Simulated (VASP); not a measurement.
## Ge: relaxation of cell and atoms with PBE

Ge:

```
Ge
1.0
     0.00000    2.82891    2.82891
     2.82891    0.00000    2.82891
     2.82891    2.82891    0.00000
Ge
2
Direct
  0.00000 0.00000 0.00000
  0.25000 0.25000 0.25000
```

```
Program                : VASP 6.6.1
Task                   : relaxation of cell and atoms
Functional             : PBE
Potentials or basis    : VASP PAW PBE potentials, release 64 (Ge_d)
Cutoff                 : 520 eV
k mesh                 : 10 × 10 × 10
Occupations            : gaussian, width 1 eV
Spin                   : no spin polarisation
Further INCAR settings : ALGO = Normal; EDIFF = 1e-07; IBRION = 2; EDIFFG = -0.002; NSW = 80; ISIF = 3
```

| Item | Value |
| --- | --- |
| Relaxed volume | 24.09 Å³/atom |
| Relaxed cell | a = 4.085 Å, b = 4.085 Å, c = 4.085 Å, α = 60.00°, β = 60.00°, γ = 60.00° |
| Space group after relaxing (to 0.05 Å) | Fd-3m (No. 227) |
| Energy gained by relaxing | 17.1 meV/atom |
| Ionic steps | 3 |
| Pressure after relaxing | 0.0 GPa |
| Band gap on the k mesh | none (metal or under the smearing width) |

The path:
| step | energy change (eV) | largest force (eV/Å) | pressure (GPa) | volume (Å³) |
| --- | --- | --- | --- | --- |
| 1 | 0.0000 | 0.0000 | 3.96 | 45.28 |
| 2 | -0.0317 | 0.0000 | -0.95 | 49.05 |
| 3 | -0.0342 | 0.0000 | 0.00 | 48.19 |

Final structure:
```
Ge
1.0
     0.00000    2.88829    2.88829
     2.88829    0.00000    2.88829
     2.88829    2.88829    0.00000
Ge
2
Direct
  0.00000 0.00000 0.00000
  0.25000 0.25000 0.25000
```

Levels at points of the mesh, in eV from the Fermi level:
| k point | band 12 | band 13 | band 14 | band 15 | band 16 | band 17 |
| --- | --- | --- | --- | --- | --- | --- |
| (0.00, 0.00, 0.00) | -0.56 | -0.03 | -0.03 | -0.03 | 2.50 | 2.50 |
| (0.50, 0.00, 0.00) | -7.36 | -1.34 | -1.34 | -0.03 | 3.69 | 3.69 |
| (0.50, 0.50, 0.00) | -8.69 | -2.89 | -2.89 | 0.80 | 0.80 | 8.98 |

Run time: 39 s on 1 thread of Intel(R) Xeon(R) 6975P-C (Granite Rapids) (shared host), peak memory 0.18 GiB.

Caveat: this crystal is a semiconductor, whose small gap the functional closes, so the metal is an error of the method. PBE usually gives volumes a little too large and moduli too small.
